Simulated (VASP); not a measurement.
Here is a VASP 6.6.1 calculation.

Contents of POSCAR:

```
Co
1.0
    2.5000000000      0.0000000000      0.0000000000
   -1.2500000000      2.1650635100      0.0000000000
    0.0000000000      0.0000000000      4.0600000000
Co
2
Direct
    0.3333333333      0.6666666667      0.2500000000
    0.6666666667      0.3333333333      0.7500000000
```

INCAR.step1

```
PREC = Accurate ; ENCUT = 600
EDIFF = 1E-8 ; ISMEAR = 1
SIGMA = 0.15 ; LREAL = False
LASPH = True ; NELM = 100
ALGO = Fast ; ISIF = 3
LWAVE = False ; LCHARG = False
ISPIN = 2 ; MAGMOM = 1.8 1.8
LORBIT = 11 ; LMAXMIX = 4
IBRION = 2 ; NSW = 40
EDIFFG = -0.002 ; KPAR = 4
```

File INCAR.step2:

```
PREC = Accurate ; ENCUT = 600
EDIFF = 1E-8 ; ISMEAR = 1
SIGMA = 0.15 ; LREAL = False
LASPH = True ; NELM = 100
ALGO = Fast ; ISIF = 3
LWAVE = False ; LCHARG = False
ISPIN = 2 ; MAGMOM = 1.8 1.8
LORBIT = 11 ; LMAXMIX = 4
IBRION = 6 ; NFREE = 2
POTIM = 0.015 ; NSW = 1
KPAR = 4
```

The input KPOINTS:

```
Automatic mesh
0
Gamma
  18 18 10
```

Potentials or basis: VASP PAW LDA potentials, release 64 (Co).

Launch:

```bash
$ cat potpaw_LDA.64/Co/POTCAR > POTCAR
$ cp INCAR.step1 INCAR
$ mpirun -np 4 vasp_std > vasp.out
$ cp CONTCAR POSCAR
$ cp INCAR.step2 INCAR
$ mpirun -np 4 vasp_std > vasp.out
```

Problem. Predict the Voigt bulk modulus.

Solution. 270 GPa.

Problem. What does it give for the highest phonon frequency at Γ?

Solution. 294 cm⁻¹.

Problem. Estimate the relaxed volume.

Solution. 9.98 Å³/atom.

Problem. Predict the site moments.

Solution. Co +1.50 μB.

Clamped-ion elastic tensor (GPa):
```
469 191 151   0   0   0
191 469 151   0   0   0
151 151 509   0   0   0
  0   0   0 118   0   0
  0   0   0   0 118   0
  0   0   0   0   0 139
```
